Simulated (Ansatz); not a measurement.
Input of an Ansatz 0.2.0 run:

Contents of input.yaml:

```yaml
crystal:
  lattice:
    - [0.0, 3.19375, 3.19375]
    - [3.19375, 0.0, 3.19375]
    - [3.19375, 3.19375, 0.0]
  atoms:
    - { symbol: Ba, position: [0.0, 0.0, 0.0] }
    - { symbol: S, position: [0.5, 0.5, 0.5] }
hamiltonian:
  xc: r2scan
  pseudopotentials: { kind: paw_fr }
magnetization:
  noncollinear: true
  spin_orbit: true
kpoints:
  mp_grid: { grid: [5, 5, 5] }
  band_path:
    path:
      - [[0.0, 0.0, 0.0], [0.5, 0.0, 0.5], [0.5, 0.25, 0.75], [0.375, 0.375, 0.75], [0.0, 0.0, 0.0], [0.5, 0.5, 0.5], [0.625, 0.25, 0.625], [0.5, 0.25, 0.75], [0.5, 0.5, 0.5], [0.375, 0.375, 0.75]]
      - [[0.625, 0.25, 0.625], [0.5, 0.0, 0.5]]
    npoints: 14
scf:
  occupations: { method: fermi_dirac, width: 0.05 }
  n_extra_bands: 6
output:
  forces: true
  stress: true
  eigenvalues: true
  fatbands: true
  write_density: true
  write_potential: true
  elf: true
  volumetric_format: npy
```

Potentials or basis: Ansatz PAW.

Command:

```console
$ ansatz run input.yaml --threads 2 --pin off --max-ram 5632MiB --backend cpu --events-out ev --progress --plain --runs-dir out
```

(1) What does it give for the band gap on the k mesh?

(2) What does it give for the band gap along the path?

## Answers

(1) 2.63 eV, indirect (least direct gap 2.72 eV).

(2) 2.51 eV, indirect (least direct gap 2.58 eV).

Caveat: the k mesh misses the band edges, so the gap on the mesh is wider than the one along the path.

**What was measured.**

A printed reference work, monograph, original work of 1988 reports, for a bulk crystal of BaS at 2 K: band gap 3.806 eV (indirect).

Measured gap of BaS: 3.806 eV (indirect; 2 K; a printed reference work, monograph, original work of 1988). This calculation gives 2.51 eV (-1.30 eV). The value is that of r2SCAN, without temperature or zero-point motion.
